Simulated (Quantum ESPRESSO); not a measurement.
SnO2 (Cassiterite):

```
Sn O
1.0
     4.73800    0.00000    0.00000
     0.00000    4.73800    0.00000
     0.00000    0.00000    3.18650
Sn O
2 4
Direct
  0.50000 0.50000 0.50000
  0.00000 0.00000 0.00000
  0.80710 0.19290 0.50000
  0.69290 0.69290 0.00000
  0.19290 0.80710 0.50000
  0.30710 0.30710 0.00000
```

Base run:

- Program: Quantum ESPRESSO 7.5
- Functional: r2SCAN
- Potentials or basis: SG15 PBE 1.2
- Cutoff: 1197 eV
- Density cutoff: 4789 eV
- k mesh: 5 × 5 × 7
- Occupations: fermi-dirac, width 0.05 eV
- Spin: no spin polarisation

Its results: band gap on the k mesh 1.24 eV, direct; pressure 3.3 GPa; largest force 0.252 eV/Å.

Question: The run is repeated on the same cell with these changes: functional from r2SCAN to PBEsol; potentials or basis from SG15 PBE 1.2 to PseudoDojo 0.4.1 SR PBEsol standard; cutoff from 1197 eV to 1143 eV; density cutoff from 4789 eV to 4572 eV. What comes out?

Answer: Band gap on the k mesh 1.16 eV, direct; pressure 6.0 GPa; largest force 0.218 eV/Å.

Caveats: spin-orbit coupling is left out, which moves the levels of the heavy elements; the potentials were made for another functional, which shifts forces and pressure (some runs); the Wannier minimisation didn't converge (some runs).

Not every run made on this cell is shown here.
